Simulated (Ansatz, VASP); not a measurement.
One calculation of Sr3Te, two programs

The input INCAR:

```
SYSTEM = Sr3Te
PREC = Accurate ; ENCUT = 520
EDIFF = 1E-7 ; ISMEAR = 0
SIGMA = 0.1 ; LREAL = .FALSE.
LASPH = .TRUE. ; NELM = 100
ALGO = Normal ; ISIF = 2
LWAVE = .FALSE. ; LCHARG = .TRUE.
GGA = PE ; LELF = .TRUE.
LVHAR = .TRUE. ; NBANDS = 26
```

File KPOINTS:

```
Automatic mesh
0
G
  12 12 12
  0 0 0
```

Contents of POSCAR:

```
Sr3Te
1.0
   -2.4210242021      2.4210242021      5.9779706526
    2.4210242021     -2.4210242021      5.9779706526
    2.4210242021      2.4210242021     -5.9779706526
Sr Te
3 1
Direct
    0.5000000000      0.5000000000      0.0000000000
    0.7500000000      0.2500000000      0.5000000000
    0.2500000000      0.7500000000      0.5000000000
    0.0000000000      0.0000000000      0.0000000000
```

Input for Ansatz:

```yaml
crystal:
  lattice:
    - [-2.4210242021, 2.4210242021, 5.9779706526]
    - [2.4210242021, -2.4210242021, 5.9779706526]
    - [2.4210242021, 2.4210242021, -5.9779706526]
  atoms:
    - { symbol: Sr, position: [0.5, 0.5, 0.0] }
    - { symbol: Sr, position: [0.75, 0.25, 0.5] }
    - { symbol: Sr, position: [0.25, 0.75, 0.5] }
    - { symbol: Te, position: [0.0, 0.0, 0.0] }
basis:
  ecutwfc: 420
kpoints:
  mp_grid: { grid: [12, 12, 12] }
hamiltonian:
  xc: pbe
scf:
  occupations: { method: gaussian, width: 0.1 }
output:
  forces: true
  stress: true
  eigenvalues: true
```

Alike in both runs: task single point; functional PBE; k mesh 12 × 12 × 12; occupations gaussian, width 0.1 eV; no spin polarisation.

|  | VASP | Ansatz |
| --- | --- | --- |
| version | VASP 6.6.1 | Ansatz 0.2.0 |
| potentials or method | VASP PAW PBE potentials, release 64 (Sr_sv, Te) | scalar-relativistic, plane waves, PAW |
| plane-wave cutoff (eV) | 520 | 420 |
| valence electrons in the cell | 36 | 46 |

Ansatz gave:

```
gap on the k mesh at the Fermi level (eV)       : none
pressure (GPa)                                  : 4.5
largest component of the traceless stress (GPa) : 0.50
```

Estimate VASP's values.

gap on the k mesh at the Fermi level (eV): none; pressure (GPa): 4.6; largest component of the traceless stress (GPa): 0.51.

A gap of «none» marks a metal or a gap that the smearing closes. The two sets of potentials don't hold the same shells in valence.

The runs have no spin-orbit coupling, so splittings on Te are missing.
